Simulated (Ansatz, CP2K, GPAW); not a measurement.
**One calculation of TaN, 3 ways**

```xyz
2
Lattice="3.1273 0.0000 0.0000 1.5636 2.7083 0.0000 1.5636 0.9028 2.5534" Properties=species:S:1:pos:R:3 pbc="T T T"
Ta    3.1273    1.8055    1.2767
N     0.0000    0.0000    0.0000
```

The cell comes from a database or a generator and needn't be the stable form of this composition.

Alike in all runs: task single point; functional RPBE; k mesh 10 × 10 × 10; occupations gaussian, width 0.02 eV; no spin polarisation; no spin-orbit coupling. A missing gap at this level doesn't show that the real crystal is a metal. Pressure is positive in compression and, in plane waves, holds the error of the finite cutoff, which Ansatz's Pulay term estimates and takes out.

| program and potentials | plane-wave cutoff (eV) | notes | band gap (eV) | pressure (GPa) |
| --- | --- | --- | --- | --- |
| Ansatz, Ansatz PAW | 420 | potentials made for PBE, which Ansatz adapts in part; Pulay term of +0.44 GPa included | no gap | 3.27 |
| GPAW, the program's PAW data sets (release 1.2.1) made for this functional | 800 | - | no gap | 3.96 |
| CP2K, POTENTIAL_UZH Ta GTH-PBE-q13, N GTH-PBE-q5; TZVP-MOLOPT-PBE-GTH basis | - | atomic basis; potentials made for PBE | no gap | -2.70 |

None finds a gap. The pressure spans -2.70 (CP2K, POTENTIAL_UZH Ta GTH-PBE-q13, N GTH-PBE-q5; TZVP-MOLOPT-PBE-GTH basis) to 3.96 GPa (GPAW, the program's PAW data sets (release 1.2.1) made for this functional). Some sets were made for another functional than the one run, which can shift their rows. Rows in atomic bases carry the error of their basis and grid, which can be large.

Differences between rows come from potentials, basis sets and numerical settings, since the functional is the same but for its coding. Runs on potential files found faulty are left out.
